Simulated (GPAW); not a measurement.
Runs of GPAW 26.7.0 on SiC (Moissanite). It takes space group P6_3mc (No. 186, hexagonal). The conventional cell has a = 3.076 Å, b = 3.076 Å, c = 5.048 Å, α = 90.00°, β = 90.00°, γ = 120.00°. Si (site symmetry 3m) has 4 C at 1.87 to 1.94 Å as nearest neighbours. C (site symmetry 3m) has 4 Si at 1.87 to 1.94 Å as nearest neighbours. 

```tsv
task	level	potentials or basis	cell	k mesh	cutoff (eV)	smearing	maxiter	band path	band points	kernel	eta	grid spacing	gap on the mesh (eV)	pressure (GPa)	largest force (eV/Å)
band structure	PBE	GPAW PAW data sets (gpaw-data 1.2.1), lcao:dzp	as given	7 × 7 × 4	-	fermi-dirac 0.05 eV	150	GMKGALHA,LM,KH	100	-	-	0.16 Å	-	-	0.84
band structure	PBE	PAW data sets generated in the run's folder for this functional, pw	as given	7 × 7 × 4	800	fermi-dirac 0.05 eV	150	GMKGALHA,LM,KH	60	-	-	-	-	5.0	(b)
optical spectrum	LDA	the program's PAW data sets (release 1.2.1) made for this functional, pw	as given	8 × 8 × 4	600	fermi-dirac 0.001 eV	150	-	-	LR0.2	0.05 eV	-	2.47	-	-
dielectric tensor	LDA	the program's PAW data sets (release 1.2.1) made for this functional, pw	as given	8 × 8 × 4	600	fermi-dirac 0.001 eV	150	-	-	-	-	-	2.47	-	-
relaxation of cell and atoms	SOGGA	PAW data sets generated in the run's folder for this functional, pw	relaxed to -2 GPa	7 × 7 × 4	800	fermi-dirac 0.05 eV	150	-	-	-	-	-	2.46	-1.5	0.03
eps q	LDA	the program's PAW data sets (release 1.2.1) made for this functional, pw	as given	8 × 8 × 4	600	fermi-dirac 0.001 eV	150	-	-	ALDA	-	-	2.47	-	-
single point	LDA	the program's PAW data sets (release 1.2.1) made for this functional, pw	as given	8 × 8 × 4	600	fermi-dirac 0.05 eV	80	-	-	-	-	-	2.47	-2.6	(a)
energy-loss spectrum	LDA	the program's PAW data sets (release 1.2.1) made for this functional, pw	as given	8 × 8 × 4	600	fermi-dirac 0.001 eV	150	-	-	RPA	0.3 eV	-	2.47	-	-
```

Alike in all rows: no spin polarisation.

Problem. Fill in the values left out.

Solution. (a) 0.75; (b) 0.77.

Caveats: an odd mesh through Γ misses points on the zone boundary, where band edges often lie (some runs); the long-wavelength limit can be off by a per cent or two (some runs); the real-space grid adds noise to forces (some runs); the basis of atomic orbitals isn't converged, which shifts pressures, moduli and gaps (some runs); independent-particle spectra lack excitons (some runs); later steps reuse the first step's grids (some runs); the cutoff is short for stress and forces, so pressures can be off by a GPa or more (some runs).
